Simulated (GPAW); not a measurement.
Runs of GPAW 26.7.0 on SiC (Moissanite). Symmetry: P6_3mc, No. 186, hexagonal system. Conventional cell: a = 3.076 Å, b = 3.076 Å, c = 5.048 Å, α = 90.00°, β = 90.00°, γ = 120.00°. Around Si (site symmetry 3m) lie 4 C at 1.87 to 1.94 Å. Around C (site symmetry 3m) lie 4 Si at 1.87 to 1.94 Å. 

```tsv
task	level	potentials or basis	cell	k mesh	cutoff (eV)	smearing	band path	band points	eigensolver	optimizer	fmax	mesh quality	gap on the mesh (eV)	pressure (GPa)	V0 of scaled cells (Å³/atom)	B0 (GPa)	largest force (eV/Å)
band structure	C09-vdW	GPAW PAW data sets (gpaw-data 1.2.1), pw	as given	7 × 7 × 4	800	fermi-dirac 0.05 eV	GMKGALHA,LM,KH	80	-	-	-	not flagged	-	-	-	-	0.78
band structure	RPBE	the program's PAW data sets (release 1.2.1) made for this functional, pw	as given	7 × 7 × 4	800	fermi-dirac 0.05 eV	GMKGALHA,LM,KH	80	-	-	-	not flagged	-	8.3	-	-	0.78
band structure	WC	PAW data sets generated in the run's folder for this functional, pw	as given	7 × 7 × 4	800	fermi-dirac 0.05 eV	GMKGALHA,LM,KH	60	-	-	-	not flagged	-	(a)	-	-	0.76
equation of state	vdW-DF	GPAW PAW data sets (gpaw-data 1.2.1), pw	as given	7 × 7 × 4	800	fermi-dirac 0.05 eV	-	-	-	-	-	not flagged	-	-	10.83	201	-
equation of state	LDA	PAW data sets generated in the run's folder for this functional, pw	as given	7 × 7 × 4	800	fermi-dirac 0.05 eV	-	-	-	-	-	not flagged	-	-	10.22	230	-
band structure	revPBE	the program's PAW data sets (release 1.2.1) made for this functional, pw	as given	7 × 7 × 4	800	fermi-dirac 0.05 eV	GMKGALHA,LM,KH	100	-	-	-	not flagged	-	7.4	-	-	0.77
band structure	LDA	the program's PAW data sets (release 1.2.1) made for this functional, pw	as given	7 × 7 × 4	800	fermi-dirac 0.05 eV	GMKGALHA,LM,KH	80	-	-	-	not flagged	-	(c)	-	-	0.74
electron localisation function	PBEsol	PAW data sets generated in the run's folder for this functional, pw	as given	5 × 5 × 3	680	fermi-dirac 0.01 eV	-	-	-	-	-	coarse	(b)	1.6	-	-	0.75
relaxation of cell and atoms	OLYP+D4	PAW data sets generated in the run's folder for this functional, pw	relaxed to 5 GPa	7 × 7 × 4	800	fermi-dirac 0.05 eV	-	-	davidson	BFGS	0.01 eV/Å	not flagged	2.59	5.0	-	-	0.01
relaxation of cell and atoms	r2SCAN	GPAW PAW data sets (gpaw-data 1.2.1), pw	relaxed	7 × 7 × 4	800	fermi-dirac 0.05 eV	-	-	-	BFGS	0.02 eV/Å	not flagged	3.01	0.0	-	-	0.02
single point	TB-mBJ	GPAW PAW data sets for LDA (gpaw-data 1.2.1), pw	as given	7 × 7 × 4	800	fermi-dirac 0.05 eV	-	-	-	-	-	not flagged	3.62	-	-	-	-
equation of state	optPBE-vdW	GPAW PAW data sets (gpaw-data 1.2.1), pw	as given	7 × 7 × 4	800	fermi-dirac 0.05 eV	-	-	-	-	-	not flagged	-	-	10.69	208	-
```

Alike in all rows: no spin polarisation.

Q: Fill in the values left out.

A: (a) 1.4; (b) 2.68; (c) -2.8.

Caveats: some runs use coarse meshes; the PAW data sets were made with another functional, which shifts forces and pressure a little (some runs); an odd mesh through Γ misses points on the zone boundary, where band edges often lie (some runs); the cell was scaled at fixed shape and fractional positions, which overstates the stiffness of a crystal with free parameters, most of all of layers and chains (some runs); later steps reuse the first step's grids (some runs); the cutoff is short for stress and forces, so pressures can be off by a GPa or more (some runs); a model potential gives levels but no total energy (some runs).

Runs at the PBE level aren't shown here.
